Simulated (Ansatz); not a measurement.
# CoO: the cost of one run

Computed with Ansatz 0.2.0 (DFT PBE, scalar-relativistic, plane waves, PAW, unless a step's input says otherwise).

### 1 Starting point

It takes space group P6_3mc (No. 186, hexagonal). The conventional cell has a = 3.198 Å, b = 3.198 Å, c = 5.229 Å, α = 90.00°, β = 90.00°, γ = 120.00°. Around Co (site symmetry 3m) lie 4 O at 1.92 to 1.97 Å. Around O (site symmetry 3m) lie 4 Co at 1.92 to 1.97 Å.

As a file:

```cif
data_structure
_symmetry_space_group_name_H-M 'P6_3mc'
_symmetry_Int_Tables_number 186
_cell_length_a 3.1976
_cell_length_b 3.1976
_cell_length_c 5.2287
_cell_angle_alpha 90.000
_cell_angle_beta 90.000
_cell_angle_gamma 120.000
_cell_volume 46.30
loop_
_atom_site_label
_atom_site_type_symbol
_atom_site_symmetry_multiplicity
_atom_site_Wyckoff_symbol
_atom_site_fract_x
_atom_site_fract_y
_atom_site_fract_z
_atom_site_occupancy
Co1 Co 2 b 0.33333 0.66667 0.00347 1
O1 O 2 b 0.33333 0.66667 0.37161 1
```

The structure comes from the Materials Project (structure only).

(A quick probe on a coarse mesh, which set the mesh and smearing, is not shown.)

### 3 Full relaxation

Contents of input.yaml:

```yaml
crystal:
  lattice:
    - [3.1976457435, 0.0, 0.0]
    - [-1.5988228718, 2.7692424462, 0.0]
    - [0.0, 0.0, 5.22870971]
  atoms:
    - { symbol: Co, position: [0.0, 0.0, 0.00347414], spin: -2.35 }
    - { symbol: Co, position: [0.33333333, 0.66666667, 0.50336241], spin: 2.35 }
    - { symbol: O, position: [0.0, 0.0, 0.37160885], spin: 0.17 }
    - { symbol: O, position: [0.33333333, 0.66666667, 0.8715556], spin: -0.17 }
basis:
  ecutwfc: 420
kpoints:
  mp_grid: { grid: [12, 12, 8] }
hamiltonian:
  xc: pbe
scf:
  occupations: { method: gaussian, width: 0.01 }
output:
  forces: true
  stress: true
  eigenvalues: true
  populations: true
  write_density: true
  write_potential: true
  elf: true
  volumetric_format: npy
magnetization:
  spin_polarized: true
relax:
  adjacent_minimum: "off"
  f_tol: 0.005
  max_steps: 80
  cell: { stress_tol: 0.05 }
```

Command:

```
$ ansatz run input.yaml --threads 1 --pin off --max-ram 2560MiB --backend cpu --events-out ev --progress --plain --runs-dir out
```

Q: Estimate wall time and peak memory on 1 thread of Arm Neoverse V1, shared host.

About 6.1 min, with a peak of 0.57 GiB.
